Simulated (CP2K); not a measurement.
Runs of CP2K 2026.2 on HfC. The structure is cubic, space group Fm-3m (No. 225). Conventional cell: a = 4.650 Å, b = 4.650 Å, c = 4.650 Å, α = 90.00°, β = 90.00°, γ = 90.00°. Hf (site symmetry m-3m) is surrounded by 6 C at 2.32 Å. Around C (site symmetry m-3m) lie 6 Hf at 2.32 Å. 

| level | cutoff of the non-local correlation (Ry) | gap on the mesh (eV) | pressure (GPa) |
| --- | --- | --- | --- |
| OLYP | - | none | -5.4 |
| TPSS | - | none | -1.3 |
| PBEsol | - | none | -6.5 |
| optB88-vdW | 300 | none | -1.0 |
| LDA | - | none | (b) |
| HLE16 | - | none | (a) |

Alike in all rows: task single point; potentials or basis POTENTIAL_UZH Hf GTH-PBE-q12, C GTH-PBE-q4; TZVP-MOLOPT-PBE-GTH basis; no spin polarisation; cell as given; k mesh 10 × 10 × 10; smearing fermi-dirac 0.05 eV.

Q: Estimate the missing entries.

A: (a) -45.0; (b) -9.1.

Caveats: the potentials were made for another functional, which shifts forces and pressure; the basis of atomic orbitals isn't converged, which shifts pressures, moduli and gaps; the potentials were made for a functional far from this one (some runs); the cell as given lies far from equilibrium (some runs).

A k mesh can miss the band edges, and the runs leave out spin-orbit coupling on Hf.

A gap of «none» marks a metal or a gap under the smearing width.

Runs at the PBE level aren't shown here.
